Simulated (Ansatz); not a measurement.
**fcc against bcc along group 15**

These are results of Ansatz, DFT, revPBE, plane waves (420 eV) with PAW, scalar-relativistic, not measurements. (PAW data from PBE, frozen cores regenerated.)

Each structure is relaxed within its symmetry, in the lowest magnetic state of the tried starts. Differences under about 8 meV lie within the error of the k-point mesh.

| element | E(fcc) − E(bcc) (meV/atom) | V(fcc) (Å³/atom) | V(bcc) (Å³/atom) | state of fcc | state of bcc |
| --- | --- | --- | --- | --- | --- |
| P | 163 | 14.71 | 14.37 | spin not included | spin not included |
| As | ? | ? | ? | ? | ? |
| Sb | 85 | 27.89 | 27.69 | spin not included | spin not included |
| Bi | 52 | 32.51 | 32.31 | spin not included | spin not included |

Q: Fill in the row of As.

A: E(fcc) − E(bcc) (meV/atom): 103; V(fcc) (Å³/atom): 19.63; V(bcc) (Å³/atom): 19.31; state of fcc: spin not included; state of bcc: spin not included.
